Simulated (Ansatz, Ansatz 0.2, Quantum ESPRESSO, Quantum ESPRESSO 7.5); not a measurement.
# Ionisation potential of ZnSe(110) from semilocal functionals, hybrids and G0W0: short of a reference of unspecified face

## What was measured

The reference is an ionisation potential of 6.82 eV for ZnSe, taken from "Achieving accurate ionization potential of semiconductors by the efficient Kohn-Sham scheme of density functional theory" (2016, arXiv:1603.01428), where it is tabulated as an experimental value from earlier work. It is thus a second-hand number. Neither the experimental method nor the crystal face is given with it, and the face matters, because the ionisation potential contains the surface dipole as well as the position of the bulk valence band. Assigning the value to the (110) face is an assumption of this comparison; (110) is the natural cleavage face of zinc-blende crystals and carries equal numbers of cations and anions. The electron affinity follows from the same calculations but is not compared here.

| compared with | measured | method |
| --- | --- | --- |
| ionisation potential (eV) | 6.82 | compiled from earlier experiments; the method is not given with the … |

Conditions are those given with the value in the passage it was taken from; "not stated" means there, and the paper may say more elsewhere. The values are a selection: others may have been left out beforehand as unlike or outlying.

## Approach

The aim is the cheapest level of theory that gives the ionisation potential within 0.3 eV of the reference. That limit is a choice of this study. It is small enough to expose the error usual for semilocal functionals, whose valence edge lies too high by several tenths of an eV or more, and wide enough to leave room for an unspecified face and for the neglect of temperature and zero-point motion, which together typically shift a valence edge by roughly 0.1 eV.

The model is an ideal, clean (110) slab at the measured lattice constant, free of steps, defects and band bending. The ionisation potential is the vacuum level less the bulk valence maximum, the two being joined through the electrostatic potential inside the slab. Work begins with a small unrelaxed slab and a local functional. Slab thickness, vacuum and surface relaxation are then settled at the semilocal level, before anything is spent on a better valence edge: spin-orbit coupling, hybrid functionals and, where the results call for it, G0W0.

System: ZnSe(110), zinc blende; space group 216, primitive cell lengths 4.008, 4.008, 4.008 A (measured); slab of 22 atoms, 16 A of vacuum.

## 1. A small bulk-cut slab in LDA

The lightest sensible start is a thin slab cut from the bulk, with LDA, a coarse mesh and a low cutoff. It should show the size of the problem at little cost. An ionisation potential below the reference is expected, because LDA places the valence edge too high; the missing relaxation adds an error of its own through the surface dipole.

**Run 1.** Ansatz 0.2: LDA, bulk-cut slab of 14 atoms, coarse mesh, 250 eV.

Key lines of the input:
```
surface:
  bulk: { run: bulk.run }
  slab: { run: slab.run, axis: 3 }
  period: 2.0039
  face: plus
crystal:  # cell and 14 atoms
  lattice:
    - [4.0078812358, 0.0, 0.0]
    - [0.0, 5.668, 0.0]
    - [0.0, 0.0, 28.0236437073]
hamiltonian:
  xc: lda
kpoints:
  mp_grid: { grid: [4, 4, 1] }
scf:
  occupations: { method: fermi_dirac, width: 0.01 }
  convergence: { dr2_threshold: 1.0e-09 }
output:
  eigenvalues: true
basis:
  ecutwfc: "250 eV"
efield:
  axis: 3
  dipole_correction: true
```

Command:
```
ansatz run input.yaml --threads 16 --pin off --max-ram 32768MiB --backend cpu --events-out ev --progress --plain --runs-dir out
```

Selected lines of the output:
```
Work function:   Φ+ = 5.0079 eV   Φ− = 5.0083 eV
ionisation energy 5.481 eV
  bulk: levels by lda on the potential of lda; from 13.01 to 15.01 Å its average varies by 0.0075 eV and climbs by +0.0000; the bulk's density to 0.00 …
  vacuum: slopes by 0.0028 eV/Å; line-up 6.8277 eV
```

Converged; 11 s on 16 cores of Arm Neoverse N1, shared host. Warnings: cutoff_below_recommended (cutoff below the recommended one); vacuum_density_over_bound (the vacuum at the dipole layer isn't empty at the close); xc_potential_rough_in_thin_density (in short: The exchange-correlation potential varies sharply where the density is thin, so no vacuum level should be read from v_tot or v_xc; the notice says which field, if any, gives one).

| quantity | run 1 | measured | deviation |
| --- | --- | --- | --- |
| ionisation potential (eV) | 5.481 | 6.82 | −1.339 |
| electron affinity (eV) | 4.410 |  |  |

The small LDA slab gives an ionisation potential of 5.481 eV, 1.339 eV below the reference. The sign is the expected one, but the size can't yet be assigned to the functional, since the slab is thin and unrelaxed, the mesh coarse and the cutoff below the recommended one. The line-up itself looks orderly: the averaged potential in the middle of the slab varies by only 0.0075 eV, and the two faces have nearly equal work functions.

Two further warnings concern the vacuum. The density has not fallen to the required bound at the dipole layer, and the exchange-correlation potential is rough where the density is thin, so that a vacuum level should not be read from a potential containing it. The remaining slope of 0.0028 eV/Å in the vacuum is far too small to matter against the present miss.

## 2. Slab thickness and vacuum in PBE

Before relaxation or a better functional is paid for, the slab model has to be sound. A PBE slab of 22 atoms with a denser mesh serves as the base, and two variants change one dimension each: 30 atoms instead of 22, and 8 Å of vacuum instead of 16 Å. On a non-polar face both changes are expected to move the ionisation potential by a few hundredths of an eV at most. PBE itself should not close the gap to the reference.

**Run 2.** Ansatz 0.2: PBE, slab of 22 atoms as built (no relaxation), 8x6 mesh.

Key lines of the input, as changed from run 1:
```diff
- crystal:  # cell and 14 atoms
+ crystal:  # cell and 22 atoms
  crystal:  # cell and 22 atoms
    lattice:
-     - [0.0, 0.0, 28.0236437073]
+     - [0.0, 0.0, 36.0394061788]
  hamiltonian:
-   xc: lda
+   xc: pbe
  kpoints:
-   mp_grid: { grid: [4, 4, 1] }
+   mp_grid: { grid: [8, 6, 1] }
- basis:
-   ecutwfc: "250 eV"
+ # cutoff taken by the program: 420 eV
```

Selected lines of the output:
```
Work function:   Φ+ = 4.6173 eV   Φ− = 4.6173 eV
  vacuum: slopes by 0.0001 eV/Å; line-up 6.8683 eV
```

Converged; 1.7 min on the same hardware. Warnings: xc_potential_rough_in_thin_density.

**Run 3.** Ansatz 0.2: PBE, with 30 atoms (base case: slab of 22 atoms as built (no relaxation), 8x6 mesh).

Key lines of the input, as changed from run 2:
```diff
- crystal:  # cell and 22 atoms
+ crystal:  # cell and 30 atoms
  crystal:  # cell and 30 atoms
    lattice:
-     - [0.0, 0.0, 36.0394061788]
+     - [0.0, 0.0, 44.0551686504]
```

Selected lines of the output:
```
ionisation energy 5.217 eV
```

Converged; 2.6 min on the same hardware. Warnings: xc_potential_rough_in_thin_density.

**Run 4.** Ansatz 0.2: PBE, with 8 A of vacuum (base case: slab of 22 atoms as built (no relaxation), 8x6 mesh).

Key lines of the input, as changed from run 2:
```diff
  crystal:  # cell and 22 atoms
    lattice:
-     - [0.0, 0.0, 36.0394061788]
+     - [0.0, 0.0, 28.0394061788]
```

Selected lines of the output:
```
Work function:   Φ+ = 4.4247 eV (in doubt: plateau slope 1.4e0 eV/Å)   Φ− = 4.4899 eV (in doubt: plateau slope 9.2e-1 eV/Å)
ionisation energy 5.015 eV
  vacuum: slopes by 1.3797 eV/Å; line-up 6.6713 eV
```

Converged; 64 s on the same hardware. Warnings: vacuum_density_over_bound (the vacuum at the dipole layer isn't empty at the close); xc_potential_rough_in_thin_density.

| quantity | run 2 | run 3 | run 4 | measured |
| --- | --- | --- | --- | --- |
| ionisation potential (eV) | 5.212 | 5.217 | 5.015 | 6.82 |
| electron affinity (eV) | 3.924 | 3.930 | 3.727 |  |

Thickness is settled for the unrelaxed slab: going from 22 to 30 atoms changes the ionisation potential by only 0.005 eV. The vacuum test came out differently from the expected few hundredths of an eV. With 8 Å the value falls by 0.197 eV, and the line-up falls by the same amount. The vacuum potential there still slopes by 1.3797 eV/Å, against 0.0001 eV/Å with 16 Å, and the program marks both work functions as doubtful. In so narrow a gap the vacuum level is probably read within the tails of the surface charge, so the shift need not be a real change of the surface dipole. The 16 Å vacuum is kept, where the potential is flat and the two faces agree.

PBE on the unrelaxed 22-atom slab gives 5.212 eV, which is 1.608 eV below the reference. Neither slab thickness nor the vacuum explains a miss of that size.

## 3. Surface relaxation, then r2SCAN

The missing relaxation is the next physical defect of the model. On zinc-blende (110) faces the surface anion moves outwards and the cation inwards, which changes the surface dipole and should raise the ionisation potential by some tenths of an eV. The relaxed PBE geometry also serves for r2SCAN, a meta-GGA that usually lowers the valence edge somewhat at far less cost than a hybrid. Both steps should go in the right direction, though together they are unlikely to recover the whole miss.

**Run 5.** Ansatz 0.2: PBE, slab of 22 atoms with its relaxed with a few atoms near the middle held, 8x6 mesh.

Key lines of the input, as changed from run 2:
```diff
+ relax:
+   f_tol: 0.015
+   max_steps: 60
+   constraints: [{ sites: [10, 11, 8, 9, 13] }]
```

Selected lines of the output:
```
ionisation energy 5.570 eV
  bulk: levels by pbe on the potential of pbe; from 17.02 to 19.03 Å its average varies by 0.0573 eV and climbs by +0.0551; the bulk's density to 0.29 %; the bulk's run parts from the cell's at basis.xc_grid, basis.xc_grid of the levels' …
  vacuum: slopes by 0.0001 eV/Å; line-up 7.2260 eV
```

Converged; 8 min on the same hardware. Warnings: xc_potential_rough_in_thin_density.

**Run 6.** Ansatz 0.2: r2SCAN band edges and surface dipole on the PBE-relaxed geometry.

Key lines of the input, as changed from run 2:
```diff
  hamiltonian:
-   xc: pbe
+   xc: r2scan
- # cutoff taken by the program: 420 eV
+ # cutoff taken by the program: 500 eV
```

Selected lines of the output:
```
ionisation energy 5.886 eV
  vacuum: slopes by 0.0001 eV/Å; line-up 7.2303 eV
```

Converged; 2.9 min on the same hardware. Warnings: xc_potential_rough_in_thin_density.

| quantity | run 5 | run 6 | measured |
| --- | --- | --- | --- |
| ionisation potential (eV) | 5.570 | 5.886 | 6.82 |
| electron affinity (eV) | 4.282 | 4.024 |  |

Relaxation raises the PBE ionisation potential by about 0.36 eV to 5.570 eV, in the expected direction and by about the expected amount. The line-up between bulk and vacuum rises by nearly the same amount, so the gain comes from the surface dipole. The held atoms are not placed symmetrically, and the potential in the middle of the slab now climbs by 0.0551 eV. That leaves an uncertainty of some hundredths of an eV in the line-up, which is small beside the remaining miss.

On the same geometry r2SCAN gives 5.886 eV, a further gain of about 0.32 eV. Its line-up differs from that of PBE by only about 0.004 eV, so this gain is almost wholly a lower valence edge. The result is still 0.934 eV below the reference, and what is lacking now appears to lie mainly in the bulk band edge.

## 4. HSE06 band edges and spin-orbit coupling

Since the line-up hardly changes from PBE to r2SCAN, it is reasonable to keep the PBE surface dipole and spend the effort on the bulk edges alone. This avoids a hybrid calculation of the whole slab. HSE06 mixes in screened exact exchange and should lower the valence edge by more than r2SCAN does.

Spin-orbit coupling acts the other way: it splits the top of the valence band, which is largely of selenium p character, and raises its upper part by roughly 0.1 eV. It is evaluated in PBE and added to the HSE06 edges, although it is expected to widen the miss.

**Run 7.** Ansatz 0.2: HSE06 bulk band edges (6x4x6 mesh) on the PBE surface dipole.

Key lines of the input:
```
surface:
  bulk: { run: bulk.run, levels_from: { run: hybrid-bulk.run } }
  slab: { run: slab.run, axis: 3 }
  period: 2.0039
  face: plus
crystal:  # cell and 4 atoms
  lattice:
    - [4.0078812358, 0.0, 0.0]
    - [0.0, 5.668, 0.0]
    - [0.0, 0.0, 4.0078812358]
hamiltonian:
  xc: hse06
  pseudopotentials: { kind: paw, frozen_core: stored }
kpoints:
  mp_grid: { grid: [6, 4, 6] }
scf:
  occupations: { method: fixed }
  convergence: { dr2_threshold: 1.0e-09 }
output:
  eigenvalues: true
# cutoff taken by the program: 420 eV
```

Command:
```
ansatz align-bands align.yaml -- --threads 16 --pin off
```

Selected lines of the output:
```
ionisation energy 6.212 eV
  bulk: levels by hse06 on the potential of pbe; from 17.02 to 19.03 Å its average varies by 0.0573 eV and climbs by +0.0551; the bulk's density to 0.29 %; the bulk's run parts from the cell's at basis.xc_grid, basis.xc_grid of the levels' …
  vacuum: slopes by 0.0001 eV/Å; line-up 7.2260 eV
```

Converged; 18 s on the same hardware.

**Run 8.** Ansatz 0.2: PBE with spin-orbit coupling on the PBE-relaxed geometry.

Key lines of the input, as changed from run 2:
```diff
  hamiltonian:
+   pseudopotentials: { kind: paw_fr }
+ magnetization:
+   noncollinear: true
+   spin_orbit: true
```

Selected lines of the output:
```
ionisation energy 5.443 eV
  vacuum: slopes by 0.0001 eV/Å; line-up 7.2254 eV
```

Converged; 20 min on the same hardware. Warnings: xc_potential_rough_in_thin_density.

**Run 9.** Ansatz 0.2: HSE06 edges plus the spin-orbit change found under PBE (with less without).

Key lines of the input:
```
surface:
  bulk: { run: bulk.run, levels_from: { run: hybrid-bulk.run } }
  slab: { run: slab.run, axis: 3 }
  period: 2.0039
  face: plus
surface:
  bulk: { run: bulk.run }
  slab: { run: slab.run, axis: 3 }
  period: 2.0039
  face: plus
```

Selected lines of the output:
```
  bulk: levels by hse06 on the potential of pbe; from 17.02 to 19.03 Å its average varies by 0.0573 eV and climbs by +0.0551; the bulk's density to 0.29 %; the bulk's run parts from the cell's at basis.xc_grid, basis.xc_grid of the levels' …
# sum for ip: HSE06 6.212 + spin-orbit change (5.443 - 5.570) = 6.085 eV
```

| quantity | run 7 | run 8 | run 9 | measured |
| --- | --- | --- | --- | --- |
| ionisation potential (eV) | 6.212 | 5.443 | 6.085 | 6.82 |
| electron affinity (eV) | 3.805 | 4.280 | 3.803 |  |

HSE06 edges on the PBE surface dipole give 6.212 eV, a gain of about 0.64 eV over PBE and about twice that of r2SCAN. The run with spin-orbit coupling lowers the PBE ionisation potential by about 0.13 eV while the line-up stays within 0.001 eV, so the change lies in the valence edge. It also uses fully relativistic potential files, so the shift is not strictly that of the coupling alone, but its sign and size are those anticipated.

With this change added, HSE06 gives 6.085 eV, 0.735 eV below the reference and well outside the target. The better agreement without spin-orbit coupling is no argument for leaving it out.

## 5. PBE0 edges and a light G0W0

Two ways of lowering the valence edge further are compared. PBE0 keeps the long-range part of the exact exchange that HSE06 screens away, and as only the bulk cell needs the hybrid, it should remain inexpensive. A gain of a few tenths of an eV over HSE06 is expected, from which the spin-orbit change must still be subtracted.

G0W0 replaces the fixed fraction of exchange by a screened self-energy. It is begun with few empty bands, a low response cutoff and a coarse mesh, to see the direction and rough size of the shift. Absolute quasiparticle levels converge slowly with all three settings, so this first value is not one on which to rest a verdict.

**Run 10.** Ansatz 0.2: PBE0 bulk band edges (6x4x6 mesh) on the PBE surface dipole.

Key lines of the input, as changed from run 7:
```diff
  hamiltonian:
-   xc: hse06
+   xc: pbe0
```

Selected lines of the output:
```
ionisation energy 6.555 eV
  bulk: levels by pbe0 on the potential of pbe; from 17.02 to 19.03 Å its average varies by 0.0573 eV and climbs by +0.0551; the bulk's density to 0.29 %; the bulk's run parts from the cell's at basis.xc_grid, basis.xc_grid of the levels' …
```

Converged; 18 s on the same hardware.

**Run 11.** Ansatz 0.2: PBE edges plus G0W0 shifts (60 empty bands, 80 eV response cutoff, 4x4x4 mesh) plus the spin-orbit change.

Selected lines of the output:
```
shift_valence: -0.56099 eV
# sum for ip: PBE 5.570 + G0W0 term +0.561 + spin-orbit change -0.127 = 6.004 eV
```

Converged; 2.6 s on the same hardware.

| quantity | run 10 | run 11 | measured |
| --- | --- | --- | --- |
| ionisation potential (eV) | 6.555 | 6.004 | 6.82 |
| electron affinity (eV) | 3.536 | 3.725 |  |

PBE0 edges on the PBE surface dipole give 6.555 eV, about 0.34 eV more than HSE06 and 0.265 eV below the reference. Taken alone, this lies within the target, but it omits spin-orbit coupling. With the PBE spin-orbit change of −0.127 eV the value becomes about 6.4 eV and the miss about 0.39 eV, which is outside. The apparent pass therefore rests on a missing piece of physics of known sign. The unscreened exchange of PBE0 is also sensitive to the sampling of the Brillouin zone, and a denser mesh for these edges is not shown in this report.

The light G0W0 calculation lowers the valence edge by 0.561 eV and, with the spin-orbit change included, gives 6.004 eV, 0.816 eV below the reference. The direction is right, but with so few empty bands, a low response cutoff and a coarse mesh the absolute shift is only preliminary. It can neither be ranked against the hybrids nor be used to judge G0W0 as a method. No level with spin-orbit coupling included has reached the target here.

## All runs against the measurement

| run | settings | ionisation potential (eV) | deviation | cost |
| --- | --- | --- | --- | --- |
| 1 | LDA, bulk-cut slab of 14 atoms, coarse mesh, 250 eV | 5.481 | −1.339 | 3 core-min |
| 2 | PBE, slab of 22 atoms as built (no relaxation), 8x6 mesh | 5.212 | −1.608 | 27 core-min |
| 3 | PBE, with 30 atoms (base case: slab of 22 atoms as built (no relaxation), 8x6 mesh) | 5.217 | −1.603 | 42 core-min |
| 4 | PBE, with 8 A of vacuum (base case: slab of 22 atoms as built (no relaxation), 8x6 mesh) | 5.015 | −1.805 | 17 core-min |
| 5 | PBE, slab of 22 atoms with its relaxed with a few atoms near the middle held, 8x6 mesh | 5.570 | −1.250 | 2.1 core-h |
| 6 | r2SCAN band edges and surface dipole on the PBE-relaxed geometry | 5.886 | −0.934 | 46 core-min |
| 7 | HSE06 bulk band edges (6x4x6 mesh) on the PBE surface dipole | 6.212 | −0.608 | 4.7 core-min |
| 8 | PBE with spin-orbit coupling on the PBE-relaxed geometry | 5.443 | −1.377 | 5.3 core-h |
| 9 | HSE06 edges plus the spin-orbit change found under PBE (with less without) | 6.085 | −0.735 | – |
| 10 | PBE0 bulk band edges (6x4x6 mesh) on the PBE surface dipole | 6.555 | −0.265 | 4.7 core-min |
| 11 | PBE edges plus G0W0 shifts (60 empty bands, 80 eV response cutoff, 4x4x4 mesh) plus the spin-orbit change | 6.004 | −0.816 | under 1 core-min |
|  | measured | 6.82 |  |  |

Further runs on the same system, made beside this series (convergence steps with loose settings among them):

| further | settings | ionisation potential (eV) | deviation | cost | status |
| --- | --- | --- | --- | --- | --- |
| F1 | Ansatz: PBE edges plus G0W0 shifts (300 empty bands, 200 eV response cutoff, 6x6x6 mesh) plus the spin-orbit change | 6.357 | −0.463 | 31 core-min |  |
| F2 | Ansatz: PBEsol band edges and surface dipole on the PBE-relaxed geometry | 5.592 | −1.228 | 28 core-min | warnings: xc_potential_rough_in_thin_density |
| F3 | Ansatz: LDA band edges and surface dipole on the PBE-relaxed geometry | 5.781 | −1.039 | 27 core-min | warnings: xc_potential_rough_in_thin_density |
| F4 | Quantum ESPRESSO: PBE, GBRV ultrasoft pseudopotentials, on the PBE-relaxed geometry, edges searched on the bulk mesh | 5.576 | −1.244 | 65 core-min |  |
| F5 | Ansatz: PBE on the PBE-relaxed geometry, 4x4 mesh | 5.546 | −1.274 | 11 core-min | warnings: xc_potential_rough_in_thin_density |
| F6 | Ansatz: PBE on the PBE-relaxed geometry, 600 eV cutoff | 5.570 | −1.250 | 23 core-min | warnings: xc_potential_rough_in_thin_density |
| F7 | Ansatz: PBE, vacuum level less the highest filled level of the relaxed slab itself | 5.588 | −1.232 | – | warnings: xc_potential_rough_in_thin_density |
| F8 | Ansatz: PBE, with 14 atoms (base case: slab of 22 atoms as built (no relaxation), 8x6 mesh) | 5.187 | −1.633 | 9.6 core-min | warnings: xc_potential_rough_in_thin_density |
| F9 | Ansatz: PBE, with 24 A of vacuum (base case: slab of 22 atoms as built (no relaxation), 8x6 mesh) | 5.212 | −1.608 | 17 core-min | warnings: xc_potential_rough_in_thin_density |
|  | measured | 6.82 |  |  |  |

## Conclusion

The target of 0.3 eV was not met by any level that includes spin-orbit coupling. The closest such estimate, PBE0 bulk edges on the PBE surface dipole with the PBE spin-orbit change added, gives about 6.4 eV, roughly 0.39 eV below the reference. PBE0 without the coupling lies within the target at 6.555 eV, but only because an effect that lowers the value is left out. The PBE0 edges cost 4.7 core-minutes, on top of 2.1 core-hours for the relaxation and 5.3 for the spin-orbit run.

Two steps mattered most: relaxation, which added about 0.36 eV through the surface dipole, and the better valence edge from exact exchange. The 8 Å vacuum was a poor test; extending 16 Å to 24 Å leaves the result at 5.212 eV. The light G0W0 settings were too coarse: much heavier ones raise the estimate from 6.004 to 6.357 eV, still 0.463 eV short, and their own convergence is not shown.

The PBE basis is sound. A higher cutoff leaves 5.570 eV unchanged, and Quantum ESPRESSO with other pseudopotentials gives 5.576 eV on the same geometry. As the line-up hardly changes from PBE to r2SCAN, the remaining miss probably lies mainly in the valence edge, though the unspecified face of the reference leaves some doubt. A valence edge still too high has the right sign, and G0W0 started from a hybrid functional would be the natural next test. The sloping potential inside the relaxed slab accounts for some hundredths of an eV, of uncertain sign. Thermal and zero-point motion usually raises the valence edge, which would widen the miss by roughly 0.1 eV.

The mesh dependence of the PBE0 edges is not shown in this report. The face and method behind the reference are not given with it, so the comparison can't by itself fix the size of the error of theory for the (110) face. That every level falls below the reference is no ground for doubting the measurement.

[Logs are printed without paths, hosts, clocks, repeated set-up lines and the standing remarks that a program may print on its own settings, such as how far it seeks lower states.]

[The runs shown are a pick from a larger set of finished runs; failed, doubtful and other runs were left out of it ahead of writing. So were measured values far from every level or from commonly accepted values, and agreement can look better than it is. Lines of input and output are excerpts and may be shortened.]
